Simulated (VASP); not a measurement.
P: single point with PBE

P:

```
CELL_PARAMETERS angstrom
1.64774 -5.46504 0.00000
1.64774 5.46504 0.00000
0.00000 0.00000 4.54364
ATOMIC_POSITIONS crystal
P 0.90414 0.09586 0.58882
P 0.09586 0.90414 0.41118
P 0.59586 0.40414 0.08882
P 0.40414 0.59586 0.91118
```

| Item | Value |
| --- | --- |
| Program | VASP 6.6.1 |
| Task | single point |
| Functional | PBE |
| Potentials or basis | VASP PAW PBE potentials, release 64 (P) |
| Cutoff | 520 eV |
| k mesh | 8 × 8 × 6 |
| Occupations | gaussian, width 0.014 eV |
| Spin | no spin polarisation |
| Further INCAR settings | ALGO = Fast; EDIFF = 1e-07; NBANDS = 18 |

```
Pressure               : 1.7 GPa
Largest force          : 0.287 eV/Å
Band gap on the k mesh : 0.11 eV, direct
```

Forces in eV/Å, atoms in the order of the input:
```
P    0.000  0.128 -0.257
P    0.000 -0.128  0.257
P    0.000 -0.128 -0.257
P    0.000  0.128  0.257
```

Stress tensor (GPa, compression positive):
```
1.51 0.00 0.00
0.00 1.64 0.00
0.00 0.00 1.87
```

Levels at points of the mesh, in eV from the valence-band top:
```csv
k point,band 6,band 7,band 8,band 9,band 10,band 11,band 12,band 13,band 14,band 15
"(0.00, 0.00, 0.00)",-4.91,-4.08,-2.79,-2.59,-1.23,0.56,1.00,1.89,2.81,5.37
"(0.50, 0.00, 0.00)",-5.60,-3.41,-3.41,-2.67,-2.67,0.65,0.65,1.47,1.47,3.30
"(0.50, 0.50, 0.00)",-5.52,-4.17,-2.43,-1.60,0.00,0.11,0.77,2.10,2.70,5.11
"(0.00, 0.00, 0.50)",-4.41,-3.29,-3.29,-1.68,-1.68,1.42,1.42,2.88,2.88,4.55
"(0.50, 0.00, 0.50)",-5.68,-5.33,-5.33,-1.83,-1.83,1.65,1.65,3.41,3.41,4.94
"(0.50, 0.50, 0.50)",-3.32,-2.80,-2.80,-1.99,-1.99,1.40,1.40,2.56,2.56,3.13
```

Wall time 2.2 min on 1 thread of Intel(R) Xeon(R) Platinum 8375C CPU @ 2.90GHz (Ice Lake), on a shared host, peak memory 0.27 GiB.

A k mesh can miss the band edges. As with any semilocal functional, this PBE gap is likely too small.
